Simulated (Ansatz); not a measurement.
**SnO2 (I4_1/amd): comparison of functionals at one structure in Python**

Wanted for SnO2 (I4_1/amd): a comparison of functionals at one structure.

Computed with the Python package of Ansatz 0.2.0. The levels of theory stand in the script.

## (1) Starting point

The structure is tetragonal, space group I4_1/amd (No. 141). Conventional cell: a = 4.000 Å, b = 4.000 Å, c = 10.247 Å, α = 90.00°, β = 90.00°, γ = 90.00°. Sn (site symmetry -4m2) is surrounded by 6 O at 2.06 to 2.09 Å. Around O (site symmetry 2mm) lie 3 Sn at 2.06 to 2.09 Å.

sno2.xyz, read by the script:

```xyz
6
Lattice="-2.00006861 2.00006861 5.12367886 2.00006861 -2.00006861 5.12367886 2.00006861 2.00006861 -5.12367886" Properties=species:S:1:pos:R:3 pbc="T T T"
Sn   -0.00000000    2.00006861    2.56183943
Sn    0.00000000    0.00000000    0.00000000
O     0.00000000   -0.00000000    8.16225191
O     0.00000000    2.00006861    4.64694523
O    -0.00000000    0.00000000    2.08510581
O     0.00000000    2.00006861    0.47673362
```

## (2) The code

xc_sno2.py reads:

```python
# -*- coding: utf-8 -*-
"""One structure of SnO2 under several functionals."""

import warnings

import ansatz as az
import pandas as pd

params = {
    "ecut": 450,
}

warnings.simplefilter("ignore", az.DeckWarning)

xtal = az.Crystal.from_extxyz("sno2.xyz")

job = xtal.calculation()
job = job.kpoints(6, center="gamma").occupations(az.OccupationsMethod.FIXED)
job = job.basis(params["ecut"])
job = job.forces()
job = job.stress()

rows = []
for value in ["pbesol", "lda", "blyp"]:
    summary = job.functional(value).run().report
    rows.append((value, summary["free_energy_ev"] / len(summary["lattice"]["sites"]), summary["n_iterations"], sum(summary["stress_gpa"][i][i] for i in range(3)) / 3, max(abs(f) for row in summary["forces_ev_ang"] for f in row), summary["n_kpoints"]))

table = pd.DataFrame(rows, columns=["functional", "F/atom (eV)", "iterations", "P (GPa)", "max component (eV/A)", "k-points"])
print(table.round(5).to_string(index=False))
```

## (3) The calls as engine input

The engine receives this input (first run):

```yaml
crystal:
  lattice:
    - [-2.00006861, 2.00006861, 5.12367886]
    - [2.00006861, -2.00006861, 5.12367886]
    - [2.00006861, 2.00006861, -5.12367886]
  atoms:
    - { symbol: Sn, position: [0.75, 0.25, 0.5] }
    - { symbol: Sn, position: [0.0, 0.0, 0.0] }
    - { symbol: O, position: [0.7965225898252335, 0.7965225898252335, 0.0] }
    - { symbol: O, position: [0.9534774091989052, 0.45347740919890517, 0.5] }
    - { symbol: O, position: [0.20347741017476648, 0.20347741017476648, 0.0] }
    - { symbol: O, position: [0.5465225898252335, 0.0465225898252335, 0.5] }
basis:
  ecutwfc: 450.0
kpoints:
  mp_grid:
    grid: [6, 6, 6]
    shift: [0.0, 0.0, 0.0]
hamiltonian:
  xc: pbesol
scf:
  occupations:
    method: fixed
output:
  forces: true
  stress: true
```

## (4) Running it

On the command line:

```
$ python xc_sno2.py
```

Output:

```text
functional  F/atom (eV)  iterations  P (GPa)  max component (eV/A)  k-points
    pbesol  -2357.10787           6  0.67847               0.08134        30
       lda  -2329.97207           7 -3.88341               0.19314        30
      blyp  -2392.95014           6 10.42866               0.14735        30
```

It took 12 s on 1 thread of Arm Neoverse V2, shared host; peak memory 0.48 GiB.

## (5) Inputs of later runs

The engine's inputs for the other runs:

Run 2, against run 1:

```diff
@@ -20 +20 @@
-  xc: pbesol
+  xc: lda
```

Run 3, against run 1:

```diff
@@ -20 +20 @@
-  xc: pbesol
+  xc: blyp
```

## (6) Run by run

From the records of these 3 runs:

```csv
run,functional,energy (eV/atom),pressure (GPa),gap on the mesh (eV),SCF cycles,CPU time (s)
1,pbesol,-2357.1079,0.68,1.57,6,3.8
2,lda,-2329.9721,-3.88,1.51,7,3.8
3,blyp,-2392.9501,10.43,1.66,6,3.7
```

Totals under unlike functionals or potentials can't be compared directly.

## (7) Outcome

| quantity | value |
| --- | --- |
| runs compared | 3 |
| pressure at this cell | -3.9 (lda) to 10.4 GPa (blyp) |
| gap on the mesh | 1.51 (lda) to 1.66 eV (blyp) |

What this shows: From lowest to highest: LDA (-3.9 GPa), PBEsol (0.7 GPa) and BLYP (10.4 GPa). At a fixed cell a lower pressure usually means a smaller equilibrium volume, so LDA prefers the smallest cell and BLYP the largest. Gaps by band count in the reports: PBEsol 1.57 eV, LDA 1.51 eV and BLYP 1.66 eV. Caveats:
- Pressure is positive in compression.
- This cell is a computed structure, which may not be the phase found in nature.
- Total energies of different functionals can't be compared; pressures, moments and gaps at this one structure can.
